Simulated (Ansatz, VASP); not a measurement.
# Si in VASP and in Ansatz

```
Si
1.0
     2.70633    0.00000    0.00000
    -1.35316    2.34375    0.00000
     0.00000    0.00000    4.49977
Si
2
Cartesian
  0.0000 1.5625 1.1249
  1.3532 0.7812 3.3748
```

Alike in both runs: functional PBE; k mesh 9 × 9 × 4; occupations gaussian, width 0.1 eV; no spin polarisation.

Ansatz relaxed the structure, and its values are those at the end. VASP's run is a single point on that final structure, the one shown.

```csv
,VASP,Ansatz
version,VASP 6.6.1,Ansatz 0.2.0
potentials or method,"VASP PAW PBE potentials, release 64 (Si)","scalar-relativistic, plane waves, PAW"
plane-wave cutoff (eV),520,420
valence electrons in the cell,8,8
```

|  | VASP | Ansatz | Ansatz less VASP |
| --- | --- | --- | --- |
| gap on the k mesh at the Fermi level (eV) | none | none | - |
| pressure (GPa) | 0.0 | 0.0 | +0.04 |

A gap of «none» marks a metal or a gap that the smearing closes.
